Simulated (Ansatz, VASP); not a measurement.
# CuI (Marshite) in two plane-wave programs, part 2 of 2

Aim: how closely do two programs agree when they are given the same cell, functional and k mesh?

VASP 6.6.1 and Ansatz 0.2.0.

So far: Set-up; VASP: G0W0 gap, PBE.

The database entry behind the starting cell differs from later determinations by our own check (about 0.15 % long (mineral sample)), so it need not match the best structure at ambient conditions.

In doubt: one-shot GW on d or f shells is unsure, so the values of those runs are not to be relied on.

## (3) Ansatz: G0W0 gap, PBE

Level of this step: Ansatz beside VASP: Kohn-Sham DFT, plane waves, PBE, G0W0 (Ansatz).

Ansatz runs on its default PAW (the set named soft_2) files.

The same cell, functional and mesh now go to Ansatz, which takes its cutoff from its data sets.

input.yaml reads:

```yaml
crystal:
  lattice:
    - [0.0, 3.0315, 3.0315]
    - [3.0315, 0.0, 3.0315]
    - [3.0315, 3.0315, 0.0]
  atoms:
    - { symbol: Cu, position: [0.25, 0.25, 0.25] }
    - { symbol: I, position: [0.0, 0.0, 0.0] }
hamiltonian:
  xc: pbe
  pseudopotentials: { kind: paw }
kpoints:
  mp_grid: { grid: [4, 4, 4] }
scf:
  occupations: { method: fixed }
gw:
  n_empty_bands: 159
  ecut_chi: 120.0
  qp_bands: [v2, c2]
  qp_kpoints: band_edges
  screening: { model: contour_deformation }
```

Command:

```bash
ansatz run input.yaml --threads 4 --pin off --max-ram 9216MiB --backend cpu --events-out ev --progress --plain --runs-dir out
```

Numbers of over 12 decimals in the logs are rounded to 6 here.

Log:

```text
Engine: ansatz 0.2.0, aarch64-unknown-linux-gnu
Pseudopotentials: kind: paw
Pseudopotential: Cu, paw, valence charge 19, recommended cutoff 420 eV (normal), Cu.paw.azcp
Pseudopotential: I, paw, valence charge 17, recommended cutoff 420 eV (normal), I.paw.azcp
Functional definition: PBE
  parameter kappa = 0.804
  parameter beta = 0.066725
  exchange = pbe_x(kappa = kappa, mu = beta*pi^2/3)
  correlation = pbe_c(beta = beta)
Crystal: 2 atoms, lattice volume = 55.719 Å³
Basis set: ecut = 420 eV, 1067 PW (Γ)
Bands: 22, of which v1, the nominal top of the filled ones, is band 18 counted from 1 (17 counted from 0)
Symmetry: 24 space group operations
Space group: F-43m (ITA 216), of the structure as read, at distance tolerance 3.8e-5 Å
k-points: 8 of 64 (time reversal used)
Non-local potential: Cu, projectors of the file, l = 0: 3, l = 1: 2, l = 2: 3, l = 3: 1
Non-local potential: I, projectors of the file, l = 0: 2, l = 1: 2, l = 2: 2, l = 3: 2
PAW form: soft (Blöchl's): semilocal exchange-correlation on the pseudo side does not see the compensation charge
PAW one-centre angular grid: Cu, 590 points (default); XC on 64 Gauss nodes
PAW one-centre angular grid: I, 590 points (default); XC on 64 Gauss nodes
Initial density: superposition of atomic densities (neutral atoms: chi_scale 0, normalization atom), corrected by the library's trained network
Initial wavefunctions: pseudopotential atomic-orbital guess
Functional: x = pbe(κ = 0.804, μ = 0.219515), c = pbe(β = 0.066725)
SCF iter   1: F=—  HF=-14138.331842 eV  |F-HF|=—  |Δ(HF+E_count)|=         —  Δρ=1.70e-3  dr2=9.33e-4  ethr=1.77e-3  ⟨swp⟩=5.0  Hψ=719  notcnv=0  defer=11
preconditioner: auto → none  [insulator: Δε(μ)=1.133 eV  Ē_g=8.933 eV  n_scr=14 (ndim 8)  ℏωp=21.1 eV  f_vac=0.179  ε∞_Penn≈6.6]
SCF iter   2: F=—  HF=-14138.332143 eV  |F-HF|=—  |Δ(HF+E_count)|=   3.01e-4  Δρ=2.39e-3  dr2=1.97e-3  ethr=2.59e-6  ⟨swp⟩=3.0  Hψ=432  notcnv=0  defer=12
SCF iter   3: F=—  HF=-14138.331666 eV  |F-HF|=—  |Δ(HF+E_count)|=   4.77e-4  Δρ=2.16e-4  dr2=1.70e-5  ethr=2.59e-6  ⟨swp⟩=2.0  Hψ=323  notcnv=0  defer=12
SCF iter   4: F=—  HF=-14138.331683 eV  |F-HF|=—  |Δ(HF+E_count)|=   1.73e-5  Δρ=8.13e-5  dr2=1.52e-6  ethr=4.71e-8  ⟨swp⟩=2.0  Hψ=247  notcnv=0  defer=12
SCF iter   5: F=—  HF=-14138.331691 eV  |F-HF|=—  |Δ(HF+E_count)|=   7.81e-6  Δρ=1.96e-5  dr2=1.11e-7  ethr=4.23e-9  ⟨swp⟩=2.0  Hψ=248  notcnv=0  defer=12
SCF iter   6: F=-14138.331692 eV  HF=-14138.331692 eV  |F-HF|=3.43e-8  |Δ(HF+E_count)|=   6.14e-7  Δρ=3.63e-6  dr2=6.50e-9  ethr=2.78e-10  ⟨swp⟩=6.1  Hψ=630  notcnv=0
SCF 1 converged in 6 iterations: F = -14138.331692 eV  dr2 = 6.50e-9
  greatest PAW one-centre occupation: 1.000 electrons in one spin orbital (limit 2), on the Cu atom at site 0 (counted from 0), in its partial waves of l = 0
NSCF: frozen V_eff on 8 k-points
G₀W₀ screening: q 1/8
G₀W₀ screening: q 2/8 (q-point 5)
G₀W₀ screening: q 3/8 (q-point 6)
G₀W₀ screening: q 4/8 (q-point 2)
G₀W₀ screening: q 5/8 (q-point 4)
G₀W₀ screening: q 6/8 (q-point 8)
G₀W₀ screening: q 7/8 (q-point 3)
G₀W₀ screening: q 8/8 (q-point 7)
G₀W₀ self-energy: k 1/6
G₀W₀ self-energy: k 2/6
G₀W₀ self-energy: k 3/6
G₀W₀ self-energy: k 4/6
G₀W₀ self-energy: k 5/6
G₀W₀ self-energy: k 6/6
NSCF: frozen V_eff on 1 k-points
SCF converged after 6 iterations
Free energy (F): -14138.331692 eV
Harris-Foulkes:  -14138.331692 eV  (|F-HF|=3.43e-8)
Internal energy: -14138.331692 eV  (E = F + TS)
E sigma→0 (E₀):  -14138.331692 eV
Fermi energy:    8.168152 eV
--- Per-component energies (eV) ---
  E_band       = -866.848457
  E_kinetic    = 489.561906
  E_local      = -7623.522030  (includes V_loc(G=0)·N_el)
  E_nonlocal   = 313.961243
  E_hartree    = 3543.703846
  E_xc         = -215.231323
  E_vxc        = -241.041692  (∫ρ·V_xc dr)
  E_paw        = -6492.674180  (= ΣΔE_a)
  E_vpaw       = -893.221270  (= ΣTr[D̂ρ^β])
  E_aug_tail   = 0.000298  (compensation charges beyond the density's cutoff)
  E_ewald      = -4154.131452
  E_smearing   = -0.000000  (= −TS)
  E_closure    = -0.000000  (closes the sum)
  Σ components = -14138.331692   (vs F -14138.331692, Δ=0.00e0)
--- Band table (eV; the first three rows and the last of 8) ---
  k-point 0: bands = [... 14 lower, 6.3142, 8.1682, 8.1682, 8.1682, 9.2866, 13.0372, 13.0372, 13.0372]
  k-point 1: bands = [... 14 lower, 6.3052, 6.8932, 7.7964, 7.7964, 10.4191, 13.5934, 13.5934, 13.6378]
  k-point 2: bands = [... 14 lower, 6.3428, 6.3878, 7.4574, 7.4574, 10.3047, 13.5813, 13.5813, 15.5510]
  k-point 7: bands = [... 14 lower, 6.2657, 6.3973, 6.5665, 6.9083, 12.6499, 12.8188, 14.1741, 14.5533]
--- G₀W₀: contour deformation, 7 samples at zero and on the imaginary axis and 2 off it, 64 q-points, 159 empty bands' worth ---
  eigenvalues of the whole cell's RPA ε∞ on this k-mesh (on a slab, of 1 + 4πα/V) = 9.4182, 9.4182, 9.4182; static W/v taken at q = 0 is 0.106178
  bands read: the sum over 177 bands ends inside a degenerate multiplet in 2 slots, whose members it reads at an even weight; the widest, k=2: bands 177 to 178 (counted from 1) at 1/2 each
  gw.qp_kpoints: band_edges: 6 of 8 stored k-points solved, in 1 pass; an edge of the gap read off the rows below is read off those points alone
    valence top: of the k-points left out ik 5 came nearest to being solved in a further pass, in band 18 (counted from 1, as in the quasiparticle table): it holds the edge there only if its correction is more favourable than any solved in that band by at least 0.681 eV; those differ by 0.051 eV
    conduction bottom: of the k-points left out ik 5 came nearest to being solved in a further pass, in band 19 (counted from 1, as in the quasiparticle table): it holds the edge there only if its correction is more favourable than any solved in that band by at least 2.076 eV; those differ by 0.327 eV
    ik  band        ε_KS         Σx   Σc(E_QP)       V_xc       Z   E_QP_lin       E_QP  E_QP is
     0    17      8.1682   -35.9175     5.5343   -29.8332  0.7020     7.6024     7.6182  root
     0    18      8.1682   -35.9175     5.5343   -29.8332  0.7020     7.6024     7.6182  root
     0    19      9.2866    -8.0614    -4.1603   -12.5033  0.7731     9.5712     9.5681  root
     0    20     13.0372    -6.6460    -4.2713   -11.1429  0.7534    13.2650    13.2627  root
     1    17      7.7964   -36.2722     5.8988   -29.7974  0.6941     7.2023     7.2205  root
     1    18      7.7964   -36.2722     5.8988   -29.7974  0.6941     7.2023     7.2205  root
     1    19     10.4191    -8.1077    -4.2012   -12.6165  0.7667    10.7304    10.7266  root
     1    20     13.5934    -7.1787    -4.3463   -11.7666  0.7455    13.8375    13.8350  root
     2    17      7.4574   -36.5063     6.2272   -29.6781  0.6866     6.8357     6.8565  root
     2    18      7.4574   -36.5063     6.2272   -29.6781  0.6866     6.8357     6.8565  root
     2    19     10.3047    -8.7429    -3.9647   -13.0086  0.7663    10.6093    10.6057  root
     2    20     13.5813    -7.7807    -4.1365   -12.1337  0.7468    13.7998    13.7978  root
     3    17      7.2875   -37.8565     6.6711   -30.5959  0.6779     6.6777     6.6980  root
     3    18      7.2875   -37.8565     6.6711   -30.5959  0.6779     6.6777     6.6980  root
     3    19     11.3652    -9.9749    -4.0530   -14.3993  0.7554    11.7427    11.7365  root
     3    20     11.5544    -6.6479    -3.9039   -10.6259  0.7703    11.6287    11.6285  root
     4    17      6.8961   -41.6042     7.7907   -33.2450  0.6578     6.3082     6.3276  root
     4    18      7.0292   -39.0851     7.1736   -31.3109  0.6683     6.4068     6.4286  root
     4    19     11.3383    -9.3202    -3.7673   -13.3302  0.7614    11.5834    11.5810  root
     4    20     12.7956    -8.6009    -4.2144   -13.0751  0.7486    13.0583    13.0552  root
     6    17      6.6693   -41.6485     8.1035   -32.9531  0.6499     6.0550     6.0774  root
     6    18      6.6693   -41.6485     8.1035   -32.9531  0.6499     6.0550     6.0774  root
     6    19     10.8735    -9.4132    -3.1435   -12.6009  0.7687    10.9177    10.9176  root
     6    20     11.0618   -10.8944    -3.4620   -14.6263  0.7589    11.3344    11.3316  root
```

It took 20 s on 4 threads of Arm Neoverse V2, shared host; peak memory 0.7 GiB; 44 s of CPU time.

Reading the cycles: dr2 is the Hartree energy of the density residual (eV), the measure of convergence; HF is the Harris–Foulkes estimate of the energy, which meets the free energy F at convergence.

## (4) Differences

Known differences besides the potentials themselves: the two programs' PAW sets differ in cores and partial waves; the data sets hold 36 valence electrons in Ansatz (default PAW (the set named soft_2) files) and 18 in VASP; the cutoff is 420 eV in Ansatz and 440 eV in VASP; Ansatz integrates over frequency by contour deformation, VASP on a grid of NOMEGA points. Total energies have different zeros and are not compared.

The two programs side by side:

| quantity | Ansatz | VASP | difference |
| --- | --- | --- | --- |
| G0W0 gap on the mesh (eV) | 1.97 | 2.17 | -0.20 |
| PBE gap under it (eV) | 1.12 | 1.11 | +0.01 |

## (5) Further runs

Further runs change the set-up of one program: Ansatz's method, potentials or start, or VASP's data sets, cutoff or form of LDA. The table gives Ansatz less VASP for each quantity, since a change that brings one quantity closer may part another.

| run | G0W0 gap on the mesh (eV) | PBE gap under it (eV) |
| --- | --- | --- |
| as above | -0.20 | 0.0090 |
| Ansatz's larger PAW set (cutoff 1050 eV) | -0.19 | 0.0082 |
| norm-conserving potentials (cutoff 1252 eV) | -0.15 | 0.026 |

## (6) Results

- difference in G0W0 gap on the mesh (G0W0 gap, PBE): -0.20 eV

In words: The difference in G0W0 gap on the mesh is -0.20 eV (G0W0 gap, PBE), beyond the 0.15 eV picked in this series as the mark of a large difference. G0W0 gap, PBE, norm-conserving potentials (cutoff 1252 eV): the difference in G0W0 gap on the mesh goes from -0.20 to -0.15 eV; the difference in PBE gap under it goes from 0.0090 to 0.026 eV. Such differences can come from data sets, numerical settings and the points named under the comparisons, not from the functional's error against experiment.

[Lines on the potential files, build, host, timing and source positions are cut from VASP's logs without a mark.]

[Logs are printed without paths, hosts, clocks, repeated set-up lines and the standing remarks that a program may print on its own settings, such as how far it seeks lower states.]

[Hosts, paths, dates, database ids (printed as entryN), source tags and the programs' standing remarks are cut or masked in the printed files.]
